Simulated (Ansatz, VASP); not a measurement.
Two plane-wave programs on Te

```
Te
1.0
     3.76866   -2.11917    0.00000
     3.76866    2.11917    0.00000
    -0.09302    0.00000    5.89532
Te
3
Direct
  0.00000 0.00000 0.00000
  0.30945 0.30945 0.33881
  0.69055 0.69055 0.66119
```

This isn't the form of Te at room conditions, which is trigonal, of chains.

Alike in both runs: task single point; functional LDA; k mesh 7 × 7 × 5; occupations fermi-dirac, width 0.05 eV; no spin polarisation.

```csv
,VASP,Ansatz
version,VASP 6.6.1,Ansatz 0.2.0
potentials or method,"VASP PAW LDA potentials, release 64 (Te)",Ansatz PAW
plane-wave cutoff (eV),520,420
valence electrons in the cell,18,48
```

```tsv
	VASP	Ansatz	Ansatz less VASP
gap on the k mesh at the Fermi level (eV)	none	none	-
pressure (GPa)	-0.7	-0.8	-0.10
largest component of the traceless stress (GPa)	0.22	0.19	-0.033
rms of the force components (eV/Å)	0.094	0.085	-0.0084
```

Atom by atom the forces differ by 0.008 eV/Å (rms over components). A gap of «none» marks a metal or a gap that the smearing closes. The two sets of potentials don't hold the same shells in valence.

Caveats: the PAW data sets come from PBE, with cores solved anew for the run's functional, which leaves a small shift of forces and pressure (Ansatz). Spin-orbit coupling is left out, which matters for the levels of Te.
